## Results and discussion

Diamond looks wrong. When r2SCAN replaces PBEsol in the same cell, the pressure in carbon rises by 2.38 GPa. In Al, Si and Sn it rises by only 0.5 to 0.6 GPa, and in Ge it hardly moves. Read at face value, the two functionals disagree about carbon four times as strongly as about silicon. They do not: most of carbon's lead comes from how little room each atom has.

Five elements in the diamond structure (Fd-3m), computed with Ansatz 0.2.0 using PBEsol (1) and r2SCAN (2), scalar-relativistic frozen-core PAW and no spin polarization. Both functionals share each crystal's fixed cell and k mesh, with Fermi-Dirac smearing of 0.02 to 0.08 eV; the cutoff is 420 eV for PBEsol and 500 eV for r2SCAN. Pressure is positive in compression.

| crystal | space group | largest Z | volume (Å³/atom) | pressure, PBEsol (1) (GPa) | pressure, r2SCAN (2) (GPa) | pressure, (2) less (1) (GPa) |
| --- | --- | --- | --- | --- | --- | --- |
| Al | 227 | 13 | 27.64 | -0.99 | -0.38 | 0.61 |
| C | 227 | 6 | 5.672 | -4.83 | -2.44 | 2.38 |
| Si | 227 | 14 | 20.16 | -0.51 | 0.03 | 0.54 |
| Ge | 227 | 32 | 22.84 | 0.04 | 0.00 | -0.04 |
| Sn | 227 | 50 | 34.19 | 0.99 | 1.62 | 0.62 |

A positive pressure means that the crystal pushes outwards and would like a larger cell; a negative one means that it would like to shrink. Each pressure column therefore depends on which cell was chosen, and its sign is no verdict on the functional. The difference between the columns is more telling, because both functionals see the same cell. It is positive for Al, C, Si and Sn, so in these four r2SCAN prefers a larger volume than PBEsol.

### Why carbon shows the largest pressure

Pressure is energy per volume. Suppose two functionals disagree by similar energies per atom when a crystal is stretched by one per cent. The crystal with the smallest atoms then shows the largest pressure difference, since the same energy is divided by less space. Carbon is that crystal: its 2p electrons have no inner p shell to keep them away from the nucleus, so its bonds are short.

The relation behind this is exact. With $E$ the energy and $V$ the volume, both per atom, the pressure is $P=-\mathrm{d}E/\mathrm{d}V$. For the difference between the functionals, r2SCAN less PBEsol, it follows that

$$V\,\Delta P=-\frac{\mathrm{d}\,\Delta E}{\mathrm{d}\ln V}.$$

The left side tells how fast the energy difference $\Delta E$ falls as the crystal expands by a given fraction.

Per one per cent of volume this fall is 0.84 meV per atom in carbon and 0.68 meV in silicon. The pressure differences stand in the ratio 4.4, the energies only in the ratio 1.2. Carbon does not even lead by this measure, for Al and Sn both lie above it. The energies of these four elements agree only within a factor of about two, and the relation rescales the pressures without saying why the energies take these values. Al is instructive here because in this hypothetical diamond-type structure it is a metal with both functionals, so a shift of this size does not require a band gap.

### What the pressure means for the size of the crystal

A pressure difference becomes a difference in size only through the stiffness of the crystal. Short, strong bonds make carbon very hard to stretch, and a given pressure changes its volume little. The bulk modulus $B$ measures this resistance, and for small changes the preferred volumes differ by the fraction

$$\frac{\Delta V}{V}\approx\frac{\Delta P}{B}.$$

For silicon, with a rough recalled modulus of 98 GPa, this gives $0.54/98\approx0.0055$, or about 0.55 % in volume. An edge changes by a third of that, about 0.2 %.

The same step for carbon, with a modulus of roughly 440 GPa, gives 0.54 %. Diamond and silicon thus come out alike, although their pressure differences do not. Stiffness, too, is an energy per volume, so the volume per atom drops out of the strain, which is $V\,\Delta P$ divided by $BV$. With these moduli both energies are about a quarter larger in carbon than in silicon, and so the strains match. How close the match is depends on the recalled moduli and on the basis question below; it is not a general cancellation.

Tin shows the opposite case. Its pressure difference is close to silicon's, but its bonds are longer and weaker, with a modulus near 53 GPa. The estimated difference in preferred volume is therefore about 1.2 %, the largest of the four elements for which the estimate was made. Both runs leave out spin-orbit coupling, which is substantial in tin, so this number compares two functionals and does not predict the size of real grey tin.

These strains are linear estimates and were not checked by relaxing the cells. They assume one modulus for both functionals and for the whole way to the preferred volume. That is a mild assumption for changes of about one per cent or less and a rougher one for tin, whose cell is compressed according to both functionals.

### How firm the carbon value is

Carbon is also the row most exposed to the settings. A plane-wave basis of limited cutoff is not equally complete in cells of different size, and this adds a false contribution to the computed pressure. The compact 2p electrons of carbon make it large, and PBEsol was run with a lower cutoff than r2SCAN. The corrections for this effect differ by 0.96 GPa between the two runs.

If the printed pressures already contain these corrections, the difference of 2.38 GPa stands. If they do not, it drops to about 1.4 GPa, and the estimated volume difference to about 0.3 %. Carbon keeps the largest pressure difference either way. For Al, Si and Ge the corrections are a few hundredths of a GPa or less, and tin's correction with PBEsol is as small as those of Al and Ge. If the corrections are still missing from the pressures, however, carbon moves less in relative size than silicon, which only strengthens the point that its pressure exaggerates the disagreement.

### Why germanium stays put

Germanium breaks the pattern in a different way. Its pressure difference of −0.04 GPa is about as small as the basis corrections, so it should be read as zero and not as a reversal. Size does not explain this: germanium's volume per atom is close to silicon's, and with silicon's energy per expansion it would show about half a GPa. All PBEsol runs used PAW datasets made for PBE, and the effect of this on the pressure differences was not tested. Within that limit, the two functionals agree here on the preferred volume.

Such agreement is possible because the sign of the shift follows from no simple rule. PBEsol has a deliberately weak gradient correction, which favours compact solids compared with more usual gradient functionals. r2SCAN also uses the kinetic-energy density, which lets it treat bonds, atomic cores and slowly varying regions differently. Theory thus leads us to expect contributions of either sign, and in germanium they may happen to balance.

Two features of germanium invite a more specific explanation. It has a filled d shell just below the valence electrons, but so has tin, which shifts clearly; the d shell alone is therefore not enough. Its bands also change character: PBEsol places an s-like level 0.10 eV below the top of the p-like levels at the zone centre and leaves no gap, whereas r2SCAN places it 0.36 eV above them. The overlap is so small that the change in filling should be confined to the zone centre, one point in 1331 of the mesh, and so is expected to move the pressure by hundredths of a GPa, not by the missing half GPa. The lift of the s-like level is not special to germanium either: relative to the p-like levels r2SCAN raises it by 0.45 eV here and by 0.66 eV in silicon, which shifts clearly. The reordering is therefore unlikely to be the main cause, and the cause of the balance remains open.

### Reading a pressure difference

In practice, a pressure difference should be divided by the bulk modulus before anyone decides whether the choice of functional matters. Half a GPa corresponds to about 0.1 % of the volume in diamond ($0.5/440$) but to about 0.9 % in tin ($0.5/53$). A compact, stiff crystal can thus show an alarming pressure for a harmless change in size, while a soft one can hide a real change behind a modest pressure. Germanium marks the limit of this rule: stiffness converts a disagreement into a strain, but it does not foretell whether the functionals disagree at all. The printed output below gives the energies and strains row by row.

Printed output of the fit:

```
Pressure difference and its energy per atom:
  row  r2SCAN less PBEsol (GPa)  fall of energy difference per 1 % volume growth (meV/atom)
   Al                      0.61                                                       1.052
    C                      2.38                                                      0.8426
   Si                      0.54                                                      0.6795
   Ge                     -0.04                                                    -0.05702
   Sn                      0.62                                                       1.323
Pressure difference, C over Si (ratio): 4.407
Volume per atom, Si over C (ratio): 3.554
Energy per 1 % volume growth, C over Si (ratio): 1.24
Energy per 1 % volume growth, Sn over C (ratio): 1.57
C, difference of the basis corrections, PBEsol less r2SCAN (GPa): 0.9637
C, pressure difference if corrections still had to be added (GPa): 1.416
C, pressure difference if included corrections were removed (GPa): 3.344
Ge, pressure difference if corrections still had to be added (GPa): -0.01272
Ge, pressure difference if included corrections were removed (GPa): -0.06728
C, estimated preferred volume, r2SCAN less PBEsol (%): 0.5409
C, same estimate, lower case of the basis correction (%): 0.3219
C, same estimate, upper case of the basis correction (%): 0.7599
Si, estimated preferred volume, r2SCAN less PBEsol (%): 0.551
Ge, estimated preferred volume, r2SCAN less PBEsol (%): -0.05333
Sn, estimated preferred volume, r2SCAN less PBEsol (%): 1.17
Si, estimated preferred edge length, r2SCAN less PBEsol (%): 0.1837
Sn, estimated preferred edge length, r2SCAN less PBEsol (%): 0.3899
Ge, singlet less triplet at zone centre, PBEsol (eV): -0.09903
Ge, singlet less triplet at zone centre, r2SCAN (eV): 0.3554
```
